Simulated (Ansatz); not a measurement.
Fe3Ge and the effect of the dispersion correction

The cell as given:

The structure is cubic, space group Fm-3m (No. 225). Conventional cell: a = 5.751 Å, b = 5.751 Å, c = 5.751 Å, α = 90.00°, β = 90.00°, γ = 90.00°. Ge (site symmetry m-3m) is surrounded by 8 Fe at 2.49 Å. Fe (site symmetry -43m) is surrounded by 4 Ge at 2.49 Å and 4 Fe at 2.49 Å. Fe (site symmetry m-3m) is surrounded by 8 Fe at 2.49 Å.

The cell comes from a database or a generator and needn't be the stable form of this composition.

Kept alike: task relaxation of cell and atoms; functional PBEsol; k mesh 8 × 8 × 8; occupations fermi-dirac, width 0.05 eV; collinear spin, ferromagnetic start. Program: Ansatz, Ansatz PAW, cutoff 420 eV. The mesh is that of the run's cell of 4 atoms. No spin-orbit coupling.

| dispersion correction | volume (Å³/atom) | largest site moment (μB) |
| --- | --- | --- |
| D3(BJ) | 10.888 | 2.51 |
| D3(BJ)-ATM | 10.946 | 2.51 |
| D4 | 11.002 | 2.51 |
| none | 11.154 | 2.53 |

The relaxations keep at least the cell's symmetry (Fm-3m). For a metal such a mesh leaves the last digits unconverged. Relaxations stop with a little pressure left, so the last digits of a volume or edge aren't settled. Ansatz's relaxations hold a Pulay term in the stress (up to 0.1 GPa here). The runs hold the magnetic state that their start led to, which needn't be the lowest. Site moments count inside each atom's sphere or projector. All rows use potentials made for PBE.

The volume runs from 10.888 (D3(BJ)) to 11.154 Å³/atom (none). Against no correction: D3(BJ) -2.4 %; D3(BJ)-ATM -1.9 %; D4 -1.4 %. Dispersion terms mostly attract and so lower the volume; the schemes' coefficients and damping set how far. The largest site moment runs from 2.51 (D3(BJ); D3(BJ)-ATM; D4) to 2.53 μB (none).
